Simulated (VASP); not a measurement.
# Sb (Pm-3m) in VASP: a series of runs

One crystal, Sb, is run at these levels: PBEsol; tasks: density of states, electric field gradients.

Program: VASP 6.6.1. These are calculated values, not measurements. Logs are shortened: lines on timing, memory, paths and dates and some standing lists are left out, and cuts for length are marked.

**1. The structure**

Symmetry: Pm-3m, No. 221, cubic system. The conventional cell has a = 3.083 Å, b = 3.083 Å, c = 3.083 Å, α = 90.00°, β = 90.00°, γ = 90.00°. Around Sb (site symmetry m-3m) lie 6 Sb at 3.08 Å.

This isn't the form of Sb at room conditions, which is rhombohedral.

**2. Density of states, PBEsol**

POSCAR reads:

```
Sb
1.0
    3.0833436100      0.0000000000      0.0000000000
    0.0000000000      3.0833436100      0.0000000000
    0.0000000000      0.0000000000      3.0833436100
Sb
1
Direct
    0.0000000000      0.0000000000      0.0000000000
```

INCAR.step1 reads:

```
PREC = Accurate ; ENCUT = 520
EDIFF = 1E-6 ; ISMEAR = -1
SIGMA = 0.05 ; LREAL = False
LASPH = True ; NELM = 60
ALGO = Normal ; ISIF = 2
LWAVE = False ; LCHARG = True
GGA = PS ; NBANDS = 8
```

KPOINTS.step1 reads:

```
regular mesh
0
Gamma
  12 12 12
```

INCAR.step2 reads:

```
PREC = Accurate ; ENCUT = 520
EDIFF = 1E-6 ; ISMEAR = -5
SIGMA = 0.05 ; LREAL = False
LASPH = True ; NELM = 60
ALGO = Normal ; ISIF = 2
LWAVE = False ; LCHARG = False
GGA = PS ; LORBIT = 10
NEDOS = 1001 ; ICHARG = 11
```

KPOINTS.step2 reads:

```
regular mesh
0
Gamma
  18 18 18
```

Potentials or basis: VASP PAW PBE potentials, release 64 (Sb).

Launch:

```bash
> cat potpaw_PBE.64/Sb/POTCAR > POTCAR
> cp INCAR.step1 INCAR
> cp KPOINTS.step1 KPOINTS
> mpirun -np 1 vasp_std > vasp.out
> cp INCAR.step2 INCAR
> cp KPOINTS.step2 KPOINTS
> mpirun -np 1 vasp_std > vasp.out
```

OUTCAR:

```text
PREC = Accurate
   ENCUT = 520
   EDIFF = 1E-6
   ISMEAR = -5
   LREAL = False
   LASPH = True
   NELM = 60
   ISIF = 2
   GGA = PS
   LORBIT = 10
   ICHARG = 11

 ion  position               nearest neighbor table
   1  0.000  0.000  0.000-

  LATTYP: Found a simple cubic cell.
 ALAT       =     3.0833436100

  Lattice vectors:

 A1 = (   3.0833436100,   0.0000000000,   0.0000000000)
 A2 = (   0.0000000000,   3.0833436100,   0.0000000000)
 A3 = (   0.0000000000,   0.0000000000,   3.0833436100)

Analysis of symmetry for initial positions (statically):
=====================================================================
 Subroutine PRICEL returns:
 Original cell was already a primitive cell.

 Routine SETGRP: Setting up the symmetry group for a
 simple cubic supercell.

 Subroutine GETGRP returns: Found 48 space group operations
 (whereof 48 operations were pure point group operations)
 out of a pool of 48 trial point group operations.

The static configuration has the point symmetry O_h .

Analysis of symmetry for dynamics (positions and initial velocities):
=====================================================================
 Subroutine PRICEL returns:
 Original cell was already a primitive cell.

 Routine SETGRP: Setting up the symmetry group for a
 simple cubic supercell.

 Subroutine GETGRP returns: Found 48 space group operations
 (whereof 48 operations were pure point group operations)
 out of a pool of 48 trial point group operations.

The dynamic configuration has the point symmetry O_h .

 Subroutine INISYM returns: Found 48 space group operations
 (whereof 48 operations are pure point group operations),
 and found     1 'primitive' translations

----------------------------------------------------------------------------------------

                                     Primitive cell

  volume of cell :      29.3134

  direct lattice vectors                    reciprocal lattice vectors
     3.083343610  0.000000000  0.000000000     0.324323243  0.000000000  0.000000000
     0.000000000  3.083343610  0.000000000     0.000000000  0.324323243  0.000000000
     0.000000000  0.000000000  3.083343610     0.000000000  0.000000000  0.324323243

  length of vectors
     3.083343610  3.083343610  3.083343610     0.324323243  0.324323243  0.324323243

  position of ions in fractional coordinates (direct lattice)
     0.000000000  0.000000000  0.000000000

  ion indices of the primitive-cell ions
[... 74 lines left out ...]
   ENCUT  =  520.0 eV  38.22 Ry    6.18 a.u.   5.73  5.73  5.73*2*pi/ulx,y,z
   NELM   =     60;   NELMIN=  2; NELMDL=  0     # of ELM steps
   EDIFF  = 0.1E-05   stopping-criterion for ELM
   LREAL  =      F    real-space projection
   EDIFFG = 0.1E-04   stopping-criterion for IOM
   NSW    =      0    number of steps for IOM
   IBRION =     -1    ionic relax: 0-MD 1-quasi-New 2-CG
   NFREE  =      0    steps in history (QN), initial steepest desc. (CG)
   ISIF   =      2    stress and relaxation
   ISYM   =      2    0-nonsym 1-usesym 2-fastsym
   POTIM  = 0.5000    time-step for ionic-motion
   TEBEG  =    0.0;   TEEND  =   0.0 temperature during run
   PSTRESS=    0.0 pullay stress
   NELECT =       5.0000    total number of electrons
   NUPDOWN=      -1.0000    fix difference up-down
   EMIN   =  10.00;   EMAX   =-10.00  energy-range for DOS
   EFERMI =   0.00;   METHOD = LEGACY
   ISMEAR =    -5;   SIGMA  =   0.05  broadening in eV -4-tet -1-fermi 0-gaus
   EFERMI_NEDOS =   21; number of points for ismear=-14 and -15
   IALGO  =     38    algorithm
   IMIX   =      4    mixing-type and parameters
     AMIX     =   0.40;   BMIX     =  1.00
     AMIX_MAG =   1.60;   BMIX_MAG =  1.00
  volume/ion in A,a.u.               =      29.31       197.82
  Fermi-wavevector in a.u.,A,eV,Ry     =   0.907910  1.715702 11.215296  0.824301
  Thomas-Fermi vector in A             =   2.031774
   LORBIT       =     10    0 simple, 1 ext, 2 COOP (PROOUT), +10 PAW based schemes
   GGA     = PS    functional components
   LHFCALC =     F    Hartree Fock is set to
   AEXX    =    0.0000 exact exchange contribution
   IVDW    =     0    specifies the selected vdW correction
   LEPSILON=     F    determine dielectric tensor
   LRPA    =     F    only Hartree local field effects (RPA)
 non-spin polarized calculation
 Fermi weights with tetrahedron method with Bloechl corrections
  energy-cutoff  :      520.00
  volume of cell :       29.31
 maximum number of plane-waves:       840
 NGX is ok and might be reduce to    24

 number of electron       4.9999999 magnetization

 Free energy of the ion-electron system (eV)
  ---------------------------------------------------
  ext. energy  EPLUGINS =         0.00000000
  ---------------------------------------------------
  free energy    TOTEN  =        -4.53266261 eV

  energy without entropy =       -4.53266261  energy(sigma->0) =       -4.53266261

 E-fermi :   7.2046     XC(G=0):  -9.8283

 val. band max:        7.2951372049   @ k =   0.4444   0.2778   0.2778
 cond. band min:       7.0838884745   @ k =   0.3889   0.3333   0.3333
 fundamental gap:     -0.2112487304
 Fermi energy:         7.2045848782

 k-point     1 :       0.0000    0.0000    0.0000
  band No.  band energies     occupation
      1      -5.3296      2.00000
      2      10.5121      0.00000
      3      10.5121      0.00000
      4      10.5121      0.00000
      5      14.1745      0.00000
      6      14.1745      0.00000
[... 199 lines left out ...]
 k-point    24 :       0.3333    0.1111    0.0000
  band No.  band energies     occupation
      1      -3.6172      2.00000
      2       3.5635      2.00000
      3      10.0389      0.00000
      4      12.0821      0.00000
      5      15.9361      0.00000
      6      16.8249      0.00000

 [... further k-points ...]
[... 5 lines left out ...]
  --------------------------------------------------------------------------------------
  -------------------------------------------------------------------------------------
  Total       -0.2427411     -0.2427411     -0.2427411      0.0000000     -0.0000000      0.0000000
  in kB      -13.2674704    -13.2674704    -13.2674704      0.0000000     -0.0000000      0.0000000
  external PRESSURE =     -13.2674704 kB  Pullay stress =       0.0000000 kB

 VOLUME and BASIS-vectors are now :
 -----------------------------------------------------------------------------
  energy-cutoff  :      520.00
  volume of cell :       29.31
      direct lattice vectors                 reciprocal lattice vectors
     3.083343610  0.000000000  0.000000000     0.324323243  0.000000000  0.000000000
     0.000000000  3.083343610  0.000000000     0.000000000  0.324323243  0.000000000
     0.000000000  0.000000000  3.083343610     0.000000000  0.000000000  0.324323243

 POSITION                                       TOTAL-FORCE (eV/Angst)
 -----------------------------------------------------------------------------------
      0.00000      0.00000      0.00000         0.000000      0.000000      0.000000
 -----------------------------------------------------------------------------------
    total drift:                                0.000000      0.000000      0.000000

  FREE ENERGIE OF THE ION-ELECTRON SYSTEM (eV)
  ---------------------------------------------------
  free  energy   TOTEN  =        -4.5326626094 eV

  energy  without entropy=       -4.5326626094  energy(sigma->0) =       -4.53266261

 total charge

# of ion       s       p       d       tot
------------------------------------------
    1        1.212   1.126   0.037   2.376
```

OSZICAR.step1:

```text
N       E                     dE             d eps       ncg     rms          rms(c)
DAV:   1     0.517834528033E+01    0.51783E+01   -0.16398E+03  1344   0.406E+02
DAV:   2    -0.441250343523E+01   -0.95908E+01   -0.91438E+01  1920   0.535E+01
DAV:   3    -0.452191814997E+01   -0.10941E+00   -0.10937E+00  1632   0.652E+00
DAV:   4    -0.452229713061E+01   -0.37898E-03   -0.37898E-03  2064   0.449E-01
DAV:   5    -0.452229852524E+01   -0.13946E-05   -0.13945E-05  1696   0.169E-02    0.191E+00
DAV:   6    -0.452115229875E+01    0.11462E-02   -0.27731E-04  1888   0.119E-01    0.113E+00
DAV:   7    -0.452029565846E+01    0.85664E-03   -0.74825E-04  1456   0.184E-01    0.582E-02
DAV:   8    -0.452030499639E+01   -0.93379E-05   -0.22389E-05  1904   0.324E-02    0.466E-03
DAV:   9    -0.452030579897E+01   -0.80258E-06   -0.65388E-07  1728   0.555E-03
   1 F= -.45203058E+01 E0= -.45172056E+01  d E =-.620047E-02
```

Wall time 28 s (1 thread of Intel Xeon Platinum 8175M at 2.50GHz (Skylake/Cascade Lake), shared host); peak memory 0.16 GiB.

What came out:

```yaml
Valence_electrons_inside_the_program's_atomic_spheres: Sb 2.38
```

States per cell in windows of 1 eV (zero at the Fermi level; states under -8 eV left out):
| from (eV) | total | Sb1_p | Sb1_s | Sb1_d |
| --- | --- | --- | --- | --- |
| -8.0 | 0.27 | 0.01 | 0.16 | 0.00 |
| -7.0 | 0.10 | 0.01 | 0.06 | 0.00 |
| -6.0 | 0.14 | 0.04 | 0.03 | 0.00 |
| -5.0 | 0.38 | 0.12 | 0.01 | 0.00 |
| -4.0 | 0.68 | 0.24 | 0.02 | 0.00 |
| -3.0 | 0.66 | 0.24 | 0.02 | 0.01 |
| -2.0 | 0.64 | 0.24 | 0.03 | 0.01 |
| -1.0 | 0.53 | 0.19 | 0.04 | 0.01 |
| 0.0 | 0.51 | 0.19 | 0.04 | 0.01 |
| 1.0 | 0.50 | 0.19 | 0.04 | 0.01 |
| 2.0 | 0.60 | 0.20 | 0.03 | 0.03 |
| 3.0 | 0.77 | 0.26 | 0.03 | 0.04 |
| 4.0 | 0.84 | 0.27 | 0.02 | 0.06 |
| 5.0 | 0.65 | 0.19 | 0.01 | 0.06 |
| 6.0 | 0.50 | 0.11 | 0.00 | 0.06 |
| 7.0 | 0.48 | 0.05 | 0.00 | 0.09 |

Caveat: the PAW data sets were made with another functional, which shifts forces and pressure a little; tetrahedron occupations give inexact forces and stress in metals. The run has no spin-orbit coupling, so splittings on Sb are missing.

**3. Electric field gradients, PBEsol (volume scaled by 1.06, crystal datasets)**

INCAR reads:

```
PREC = Accurate ; ENCUT = 520
EDIFF = 1E-8 ; ISMEAR = -1
SIGMA = 0.05 ; LREAL = F
LASPH = T ; NELM = 60
ALGO = Fast ; ISIF = 2
LWAVE = F ; LCHARG = F
GGA = PS ; LEFG = T
NBANDS = 8
```

KPOINTS reads:

```
regular mesh
0
Gamma
  12 12 12
```

POSCAR reads:

```
Sb
1.0
    3.1438166807      0.0000000000      0.0000000000
    0.0000000000      3.1438166807      0.0000000000
    0.0000000000      0.0000000000      3.1438166807
Sb
1
Direct
    0.0000000000      0.0000000000      0.0000000000
```

Potentials or basis: VASP PAW PBE potentials, release 64 (Sb).

Launch:

```bash
> cat potpaw_PBE.64/Sb/POTCAR > POTCAR
> mpirun -np 1 vasp_std > vasp.out
```

OUTCAR:

```text
PREC = Accurate
   ENCUT = 520
   EDIFF = 1E-8
   ISMEAR = -1
   LREAL = F
   LASPH = T
   NELM = 60
   ISIF = 2
   GGA = PS

 ion  position               nearest neighbor table
   1  0.000  0.000  0.000-

  LATTYP: Found a simple cubic cell.
 ALAT       =     3.1438166807

  Lattice vectors:

 A1 = (   3.1438166807,   0.0000000000,   0.0000000000)
 A2 = (   0.0000000000,   3.1438166807,   0.0000000000)
 A3 = (   0.0000000000,   0.0000000000,   3.1438166807)

Analysis of symmetry for initial positions (statically):
[... 470 lines left out ...]

  FREE ENERGIE OF THE ION-ELECTRON SYSTEM (eV)
  ---------------------------------------------------
  free  energy   TOTEN  =        -4.4913875709 eV

  energy  without entropy=       -4.4847471173  energy(sigma->0) =       -4.48806734

 Electric field gradients (V/A^2)
---------------------------------------------------------------------
 ion       V_xx      V_yy      V_zz      V_xy      V_xz      V_yz
---------------------------------------------------------------------
   1       0.000    -0.000     0.000     0.000    -0.000     0.000
---------------------------------------------------------------------

 Electric field gradients after diagonalization (V/A^2)
 (convention: |V_zz| > |V_xx| > |V_yy|)
----------------------------------------------------------------------
 ion       V_xx      V_yy      V_zz     asymmetry (V_yy - V_xx)/ V_zz
----------------------------------------------------------------------
   1       0.000    -0.000     0.000      -1.133
----------------------------------------------------------------------

           NMR quadrupolar parameters

 Cq : quadrupolar parameter    Cq=e*Q*V_zz/h
 eta: asymmetry parameters     (V_yy - V_xx)/ V_zz
 Q  : nuclear electric quadrupole moment in mb (millibarn)
----------------------------------------------------------------------
 ion       Cq(MHz)       eta       Q (mb)
----------------------------------------------------------------------
   1       0.000      -1.133       1.000
----------------------------------------------------------------------
```

OSZICAR:

```text
N       E                     dE             d eps       ncg     rms          rms(c)
DAV:   1     0.504597114744E+01    0.50460E+01   -0.16789E+03  1352   0.412E+02
DAV:   2    -0.438466545656E+01   -0.94306E+01   -0.91062E+01  1952   0.528E+01
DAV:   3    -0.449212146708E+01   -0.10746E+00   -0.10699E+00  1584   0.647E+00
DAV:   4    -0.449266382369E+01   -0.54236E-03   -0.54233E-03  2056   0.553E-01
DAV:   5    -0.449266595750E+01   -0.21338E-05   -0.21338E-05  1712   0.212E-02    0.171E+00
RMM:   6    -0.449192014770E+01    0.74581E-03   -0.43466E-04  1358   0.143E-01    0.102E+00
RMM:   7    -0.449137597694E+01    0.54417E-03   -0.12204E-03  1452   0.241E-01    0.621E-02
RMM:   8    -0.449138526164E+01   -0.92847E-05   -0.10004E-04  1439   0.773E-02    0.583E-03
RMM:   9    -0.449138754169E+01   -0.22801E-05   -0.14365E-05  1544   0.310E-02    0.788E-03
RMM:  10    -0.449138680611E+01    0.73559E-06   -0.20770E-06  1558   0.123E-02    0.115E-02
RMM:  11    -0.449138746121E+01   -0.65511E-06   -0.70024E-07  1553   0.644E-03    0.158E-03
RMM:  12    -0.449138747546E+01   -0.14248E-07   -0.13839E-07  1613   0.320E-03    0.236E-03
RMM:  13    -0.449138753562E+01   -0.60161E-07   -0.23383E-08  1355   0.134E-03    0.357E-03
RMM:  14    -0.449138757223E+01   -0.36605E-07   -0.65285E-09   983   0.714E-04    0.435E-03
RMM:  15    -0.449138757092E+01    0.13105E-08   -0.12917E-09   894   0.318E-04
   1 F= -.44913876E+01 E0= -.44880673E+01  d E =-.664045E-02
```

stdout:

```text
POSCAR found type information on POSCAR Sb
 POSCAR found :  1 types and       1 ions
 scaLAPACK will be used
 -----------------------------------------------------------------------------
|                                                                             |
|                                                                             |
|     You enforced a specific xc type in the INCAR file but a different       |
|     I HOPE YOU KNOW WHAT YOU ARE DOING!                                     |
|                                                                             |
 -----------------------------------------------------------------------------

 LDA part: xc-table for (Slater+PW92), standard interpolation
 POSCAR, INCAR and KPOINTS ok, starting setup
 FFT: planning ... GRIDC
 FFT: planning ... GRID_SOFT
 FFT: planning ... GRID
 WAVECAR not read
 entering main loop
ion   1
```

It took 22 s on 1 thread of Intel Xeon Platinum 8175M at 2.50GHz (Skylake/Cascade Lake), shared host; peak memory 0.15 GiB.

Results:

```yaml
Free_energy: -4.4914 eV
Pressure: -4.0 GPa
Band_gap_on_the_k_mesh: none (metal or under the smearing width)
```

Electric field gradients, principal values (V/Å²):
```csv
atom,Vxx,Vyy,Vzz
1 Sb,0.000,0.000,0.000
```

Caveat: the PAW data sets were made with another functional, which shifts forces and pressure a little.
